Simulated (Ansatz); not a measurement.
## Relaxing BeS2

Theory: Ansatz 0.2.0, DFT PBE, scalar-relativistic, plane waves, PAW. Cutoff 420 eV, Γ-centred k mesh, Gaussian smearing, no spin polarisation in the final step.

The start puts BeS2 on the sites of a reported SiS2 cell (I-42d, No. 122), with Be in place of Si, at a guessed volume.

```
CELL_PARAMETERS angstrom
-2.60497 2.60497 4.19006
2.60497 -2.60497 4.19006
2.60497 2.60497 -4.19006
ATOMIC_POSITIONS crystal
Be 0.00000 0.00000 0.00000
Be 0.75000 0.25000 0.50000
S 0.37500 0.35220 0.47720
S 0.64780 0.12500 0.02280
S 0.87500 0.89780 0.52280
S 0.10220 0.62500 0.97720
```

Cell and atoms relax at zero pressure; the relaxation can't lower the symmetry of the start. After a coarse first stage the cell is made exact in the group found at 0.06 Å.

Energies over the elements count from the elements' standard structures at the same level, with no empirical corrections.

Q: Which crystal results?

A: It keeps I-42d (No. 122). Conventional cell: a = 4.775 Å, c = 8.266 Å. Be has 4 S at 2.08 Å; S is coordinated by 2 Be at 2.08 Å.

Space group I-42d (No. 122). a = 4.775 Å, b = 4.775 Å, c = 8.266 Å, α = 90.00°, β = 90.00°, γ = 90.00°
| atom | site | symmetry | x | y | z |
| --- | --- | --- | --- | --- | --- |
| Be | 4a | -4.. | 0.0000 | 0.0000 | 0.0000 |
| S | 8d | .2. | 0.2845 | 0.2500 | 0.1250 |

Q: What are its volume, energy, density and gap?

A: The volume per atom is 15.71 Å³. The density is 2.58 g/cm³, the energy over the elements is -0.03 eV/atom and the gap on the 12×12×12 mesh is 0 eV (a metal).

The final run used a 12×12×12 mesh on its 6-atom cell and 0.10 eV smearing. For metals, differences of a few meV/atom aren't resolved. Symmetry constrained the relaxation, so the result can be a saddle point.

Cost: 3 runs of about 2.1 core-minutes in all, on Intel Xeon Platinum 8375C (Ice Lake) (shared hosts).